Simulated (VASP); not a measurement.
Crystal: Mg3Sb2.

```
CELL_PARAMETERS angstrom
4.58200 0.00000 0.00000
-2.29100 3.96813 0.00000
0.00000 0.00000 7.24400
ATOMIC_POSITIONS crystal
Sb 0.66667 0.33333 0.76500
Sb 0.33333 0.66667 0.23500
Mg 0.00000 0.00000 0.00000
Mg 0.66667 0.33333 0.37000
Mg 0.33333 0.66667 0.63000
```

Base run:

| Quantity | Value |
| --- | --- |
| Program | VASP 6.6.1 |
| Functional | PBE |
| Potentials or basis | VASP PAW PBE potentials, release 64 (Sb, Mg) |
| Cutoff | 520 eV |
| k mesh | 7 × 7 × 4 |
| Occupations | fermi-dirac, width 0.05 eV |
| Spin | no spin polarisation |

Its results: band gap on the k mesh 0.34 eV, indirect (least direct gap 1.17 eV); pressure 1.0 GPa; largest force 0.498 eV/Å.

Task: The run is repeated on the same cell with these changes: functional from PBE to PBEsol; further incar settings from ALGO = Normal; EDIFF = 1e-07; NBANDS = 16 to ALGO = Fast; EDIFF = 1e-07. What comes out?

Result: Band gap on the k mesh 0.35 eV, indirect (least direct gap 1.12 eV); pressure -0.4 GPa; largest force 0.476 eV/Å.

Caveats: spin-orbit coupling is left out, which moves the levels of the heavy elements; the PAW data sets were made with another functional, which shifts forces and pressure a little (some runs); the mesh misses the band edges, which the band path finds closer together (some runs).
